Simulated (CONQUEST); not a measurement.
# LiH (Fm-3m) in CONQUEST: a series of runs, part 2 of 2

CONQUEST 1.3.

## (3) Relaxation of cell and atoms, WC, target pressure 5 GPa, at which the enthalpy is minimised

Input file Conquest_input:

```
IO.Title LiH
IO.Coordinates coords.dat
IO.FractionalAtomicCoords T
IO.Iprint 2
IO.Iprint_init 1
General.NumberOfSpecies 2
General.PseudopotentialType hamann
General.FunctionalType 104
General.DifferentFunctional T
AtomMove.TypeOfRun cg
Grid.GridCutoff 80
DM.SolutionMethod diagon
Diag.MPMesh T
Diag.GammaCentred T
Diag.MPMeshX 5
Diag.MPMeshY 5
Diag.MPMeshZ 4
Diag.kT 0.00099223
minE.SCTolerance 1e-6
SC.MaxIters 100
IO.AtomChargeOutput T
AtomMove.NumSteps 25
AtomMove.WriteExtXYZ T
AtomMove.OutputFreq 1
AtomMove.WriteXSF F
AtomMove.MaxForceTol 1e-3
AtomMove.OptCell T
AtomMove.OptCellMethod 1
AtomMove.StressTolerance 0.2
AtomMove.CGLineMin safe
AtomMove.TargetPressure 5
%block ChemicalSpeciesLabel
1 6.940 Li
2 1.010 H
%endblock
```

Input file coords.dat:

```
    5.4431661335     0.0000000000     0.0000000000
    0.0000000000     5.4431661335     0.0000000000
    0.0000000000     0.0000000000     7.6977993687
4
  0.0000000000   0.0000000000   0.0000000000 1 T T T
  0.5000000000   0.5000000000   0.5000000000 1 T T T
  0.0000000000   0.0000000000   0.5000000000 2 T T T
  0.5000000000   0.5000000000   0.0000000000 2 T T T
```

Potentials or basis: PseudoDojo NC PBEsol, SZP, grid cutoff 80 Ha.

On the command line:

```
$ Conquest
```

It took 1.9 min on 1 thread of Intel Xeon 6975P-C (Granite Rapids), shared host; peak memory 0.29 GiB.

Results (log left out):

| Quantity | Value |
| --- | --- |
| Free energy | -423.1105 eV |
| Relaxed volume | 7.25 Å³/atom |
| Relaxed cell | a = 2.735 Å, b = 2.735 Å, c = 3.874 Å, α = 90.00°, β = 90.00°, γ = 90.00° |
| Space group after relaxing (to 0.05 Å) | Fm-3m (No. 225) |
| Energy change on relaxing (the enthalpy is what falls) | +9.9 meV/atom |
| Ionic steps | 4 |
| Pressure after relaxing | 5.0 GPa |
| Band gap on the k mesh | 2.69 eV |
| Mulliken charges | Li +0.46; H -0.46 e |

The path:
```
step  energy change (eV)  largest force (eV/Å)  volume (Å³)
   1              0.0000                0.0000        33.80
   2              0.0375                0.0000        29.11
   3              0.0385                0.0000        29.02
   4              0.0396                0.0000        28.99
```

Final structure:
```xyz
4
Lattice="2.7354 0.0000 0.0000 0.0000 2.7354 0.0000 0.0000 0.0000 3.8739" Properties=species:S:1:pos:R:3 pbc="T T T"
Li    0.0000    0.0000    0.0000
Li    1.3677    1.3677    1.9369
H     0.0000    0.0000    1.9369
H     1.3677    1.3677    0.0000
```

Caveat: the k mesh is coarse (spacing up to 0.44 Å⁻¹), so the values aren't converged; the potentials were made for another functional, which shifts forces and pressure; the atomic basis is small; Mulliken charges move with the basis; only the three edges of the box relax, at fixed fractional positions; an odd mesh through Γ misses points on the zone boundary, where band edges often lie; the basis of atomic orbitals isn't converged, which shifts pressures, moduli and gaps.

## (4) Relaxation of cell and atoms, PBE+D2, target pressure 5 GPa, at which the enthalpy is minimised (edges of the box strained at random at fixed volume)

Conquest_input: that of step 3 with these lines changed.

```diff
@@ -7,4 +7,4 @@
 General.PseudopotentialType hamann
-General.FunctionalType 104
-General.DifferentFunctional T
+General.DistanceUnits A
+General.DFT_D2 T
 AtomMove.TypeOfRun cg
@@ -17,3 +17,3 @@
 Diag.MPMeshZ 4
-Diag.kT 0.00099223
+Diag.kT 0.00367493
 minE.SCTolerance 1e-6
@@ -27,3 +27,3 @@
 AtomMove.OptCell T
-AtomMove.OptCellMethod 1
+AtomMove.OptCellMethod 3
 AtomMove.StressTolerance 0.2
```

Input file coords.dat:

```
    2.8935250000     0.0000000000     0.0000000000
    0.0000000000     2.8941810000     0.0000000000
    0.0000000000     0.0000000000     4.0357130000
4
  0.0000000000   0.0000000000   0.0000000000 1 T T T
  0.5000000000   0.5000000000   0.5000000000 1 T T T
  0.0000000000   0.0000000000   0.5000000000 2 T T T
  0.5000000000   0.5000000000   0.0000000000 2 T T T
```

Potentials or basis: PseudoDojo NC PBE, DZP, grid cutoff 80 Ha.

On the command line:

```
$ Conquest
```

Wall time 5.5 min (1 thread of Intel Xeon 6975P-C (Granite Rapids), shared host); peak memory 0.38 GiB.

Results (log left out):

```yaml
Free_energy: -426.3261 eV
Relaxed_volume: 6.61 Å³/atom
Relaxed_cell: a = 2.654 Å, b = 2.654 Å, c = 3.750 Å, α = 90.00°, β = 90.00°, γ = 90.00°
Space_group_after_relaxing_to_0.05_Å: Fm-3m (No. 225)
Energy_change_on_relaxing_the_enthalpy_is_what_falls: -40.4 meV/atom
Ionic_steps: 5
Pressure_after_relaxing: 5.0 GPa
Band_gap_on_the_k_mesh: 2.82 eV
Mulliken_charges: Li +0.33; H -0.33 e
```

The path:
```tsv
step	energy change (eV)	largest force (eV/Å)	volume (Å³)
1	0.0000	0.0000	33.80
2	-0.1615	0.0000	26.43
3	-0.1618	0.0000	26.43
4	-0.1616	0.2452	26.42
5	-0.1616	0.0000	26.42
```

Final structure:
```
CELL_PARAMETERS angstrom
2.65422 0.00000 0.00000
0.00000 2.65421 0.00000
0.00000 0.00000 3.75031
ATOMIC_POSITIONS crystal
Li 0.00000 0.00000 0.00000
Li 0.50000 0.50000 0.50000
H 0.00000 0.00000 0.50000
H 0.50000 0.50000 0.00000
```

Caveat: the k mesh is coarse (spacing up to 0.43 Å⁻¹), so the values aren't converged; the log labels positions in bohr as Å; Mulliken charges move with the basis; only the three edges of the box relax, its angles stay right; the DZP basis gives volumes some 2 % larger than converged bases do, and moduli off by several per cent; an odd mesh through Γ misses points on the zone boundary, where band edges often lie; the basis of atomic orbitals isn't converged, which shifts pressures, moduli and gaps.

## (5) Single point, LDA (volume scaled by 0.8)

Input file Conquest_input:

```
IO.Title LiH
IO.Coordinates coords.dat
IO.FractionalAtomicCoords F
IO.Iprint 2
IO.Iprint_init 1
General.NumberOfSpecies 2
General.PseudopotentialType hamann
AtomMove.TypeOfRun static
AtomMove.FullStress T
Grid.GridCutoff 100
DM.SolutionMethod diagon
Diag.MPMesh T
Diag.GammaCentred T
Diag.MPMeshX 6
Diag.MPMeshY 6
Diag.MPMeshZ 5
Diag.kT 0.00183747
minE.SCTolerance 1e-6
SC.MaxIters 100
IO.AtomChargeOutput T
IO.DumpChargeDensity T
IO.DumpTotPot T
%block ChemicalSpeciesLabel
1 6.940 Li
2 1.010 H
%endblock
```

Input file coords.dat:

```
    5.0529878289     0.0000000000     0.0000000000
    0.0000000000     5.0529878289     0.0000000000
    0.0000000000     0.0000000000     7.1460039191
4
  0.0000000000   0.0000000000   0.0000000000 1 T T T
  2.5264939144   2.5264939144   3.5730019595 1 T T T
  0.0000000000   0.0000000000   3.5730019595 2 T T T
  2.5264939144   2.5264939144   0.0000000000 2 T T T
```

Potentials or basis: PseudoDojo NC LDA, SZ, grid cutoff 100 Ha.

On the command line:

```
$ Conquest
```

The log of the run:

```text
Simulation cell dimensions:     5.0530 a0 x     5.0530 a0 x     7.1460 a0

      Atomic coordinates (a0)
         Atom         X         Y         Z  Species
            1    0.0000    0.0000    0.0000        1
            2    2.5265    2.5265    3.5730        1
            3    0.0000    0.0000    3.5730        2
            4    2.5265    2.5265    0.0000        2

         Monkhorst-Pack mesh:   6 x   6 x   5 gamma-centred
        This calculation includes non-local pseudopotentials,
         with a maximum core radius of     10.20098956

    Job title: LiH
    Job to be run: static calculation

[... 5 lines left out ...]
      Using Fermi-Dirac smearing

    Integration grid size:     24 x   24 x   36

    Integration grid spacing:  0.211 a0 x 0.211 a0 x 0.199 a0

    Number of species:  2
[... 55 lines left out ...]
          Harris-Foulkes Energy            :       -15.371232373161511 Ha
          (TS=0 as O(N) or entropic contribution is negligible)
          DFT Total Energy                 :       -15.371232373116612 Ha
          Total number of electrons        :         7.999974894897902
    PulayMixSC: Pulay iteration     6 residual:              0.60705E-06
    PulayMixSC: Reached SCF tolerance of  0.60705E-06 after      6 iterations
      | Number of electrons      =         7.999975
      |* band energy as 2Tr[K.H] =       -10.145272366626939 Ha
      |  screened ion-ion energy =        -6.526528741326909 Ha
      |  Ha correction           =         0.055253616282568 Ha
      |  XC correction           =         1.245319829198397 Ha
      |* Harris-Foulkes energy   =       -15.371232373161511 Ha
      |* DFT total energy        =       -15.371232373116612 Ha
      |  estimated accuracy      =        -0.000000000044899 Ha

    force: Forces on atoms (Ha/a0)
    force:  Atom   X              Y              Z
    force:     1  -0.0000000000  -0.0000000000  -0.0000000000
    force:     2  -0.0000000003  -0.0000000003  -0.0000000005
    force:     3  -0.0000000000  -0.0000000000  -0.0000000000
    force:     4  -0.0000000000  -0.0000000000  -0.0000000000

    force: Maximum force :        0.00000000(Ha/a0) on atom         2 in z direction
    force: Force Residual:        0.00000000 Ha/a0
    force: Total stress:        -14.07303542     0.00000001    -0.00000000 GPa
                            -0.00000001   -14.07303542    -0.00000000
                            -0.00000000     0.00000000   -14.16466768
    force: Average pressure:     14.10357951 GPa

    force: Finished force
    get_E_and_F: Change in energy during last step of electronic optimisation:  0.15483E-09

    BIBLIOGRAPHY: Please consider citing the following references in the conquest.bib file

    CONQUEST:         Bowler2002pt, Miyazaki2004, Nakata2020
    Basis:            Bowler2019
    DM:               Bowler:2006xr
    Pseudopotentials: Hamann2013, Bowler2019
    XC references from LibXC:
      P. A. M. Dirac.,  Math. Proc. Cambridge Philos. Soc. 26, 376 (1930)
```

Run time: 6 s. Hardware: 1 thread of Intel Xeon 6975P-C (Granite Rapids), shared host; peak memory 0.14 GiB.

Results:

| Quantity | Value |
| --- | --- |
| Free energy | -418.2725 eV |
| Pressure | 14.1 GPa |
| Band gap on the k mesh | 4.97 eV |
| Mulliken charges | Li +0.67; H -0.67 e |

Caveat: the atomic basis is small; Mulliken charges move with the basis; an odd mesh through Γ misses points on the zone boundary, where band edges often lie; the basis of atomic orbitals isn't converged, which shifts pressures, moduli and gaps; the real-space grid breaks the cell's symmetry a little.

## (6) For comparison

An earlier run on the cell as given: functional PBE; potentials or basis PseudoDojo NC PBE, DZP, grid cutoff 120 Ha; k mesh 9 × 9 × 7; occupations fermi-dirac, width 0.05 eV; no spin polarisation.

- Pressure: -1.2 GPa
- Band gap on the k mesh: 3.03 eV
- Mulliken charges: Li +0.37; H -0.37 e

## (7) Summary

```tsv
task	level	potentials or basis	cell	k mesh	smearing	max steps of the ions	cell optimisation	mesh quality	gap on the mesh (eV)	pressure (GPa)
relaxation of cell and atoms	BLYP	PseudoDojo NC PBE, DZP, grid cutoff 120 Ha	relaxed from: atoms moved at random, drawn with an rms of 0.02 Å	6 × 6 × 4	methfessel-paxton of order 1 0.05 eV	25	edges and atoms together	not flagged	3.45	0.0
relaxation of cell and atoms	PBE+D2	PseudoDojo NC PBE, DZP, grid cutoff 80 Ha	relaxed to 5 GPa from: edges of the box strained at random at fixed volume	5 × 5 × 4	fermi-dirac 0.1 eV	25	edges and atoms together	coarse	2.82	5.0
single point	LDA	PseudoDojo NC LDA, SZ, grid cutoff 100 Ha	volume scaled by 0.8	6 × 6 × 5	fermi-dirac 0.05 eV	-	-	not flagged	4.97	14.1
single point	PBE	PseudoDojo NC PBE, DZP, grid cutoff 120 Ha	as given	9 × 9 × 7	fermi-dirac 0.05 eV	-	-	not flagged	3.03	-1.2
```

Alike in all rows: no spin polarisation.

Caveats: some runs use coarse meshes; the basis of atomic orbitals isn't converged, which shifts pressures, moduli and gaps; an odd mesh through Γ misses points on the zone boundary, where band edges often lie (some runs); only the three edges of the box relax, its angles stay right (some runs); the DZP basis gives volumes some 2 % larger than converged bases do, and moduli off by several per cent (some runs); the potentials were made for another functional, which shifts forces and pressure (some runs); the atomic basis is small (some runs); the real-space grid breaks the cell's symmetry a little (some runs).

Total energies depend on the potentials used, so only differences within one code and one set of settings carry meaning.
